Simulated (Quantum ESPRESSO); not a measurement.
Sb under changes of volume

One of the cells (26.666 Å³/atom); the others are scaled copies at fixed shape and fractional positions:

```
Sb
1.0
     0.00000    2.37124    2.37124
     2.37124    0.00000    2.37124
     2.37124    2.37124    0.00000
Sb
1
Direct
  0.00000 0.00000 0.00000
```

This isn't the form of Sb at room conditions, which is rhombohedral.

```yaml
Program: Quantum ESPRESSO 7.5
Functional: r2SCAN
Potentials_or_basis: SG15 PBE 1.2
Cutoff: 952 eV
Density_cutoff: 3810 eV
k_mesh: 8 × 8 × 8
Occupations: fermi-dirac, width 0.05 eV
Spin: no spin polarisation
```

| volume (Å³/atom) | energy over the lowest point (meV/atom) | pressure (GPa) |
| --- | --- | --- |
| 25.066 | 29.22 | 5.4 |
| 25.599 | 13.92 | 3.6 |
| 26.133 | 4.38 | 2.0 |
| 26.666 | 0.00 | 0.5 |
| 27.199 | ? | ? |
| 27.733 | 4.68 | -2.0 |
| 28.266 | 12.84 | -3.0 |

Problem. What does the run at 27.199 Å³/atom give?

Solution. Energy over the lowest point 0.26 meV/atom; pressure -0.8 GPa.

Worked out: A Birch-Murnaghan fit of order 3 (a polynomial in V^(-2/3)) to the other rows has its minimum at 26.90 Å³/atom with B0 = V·E''(V) = 67 GPa and B' = 4.4. It gives 0.26 meV/atom at 27.199 Å³/atom, against the run's 0.26, and -dE/dV = -0.7 GPa, against -0.8.

Energies are extrapolated to zero smearing.

Caveats: the potentials were made for another functional, which shifts forces and pressure.
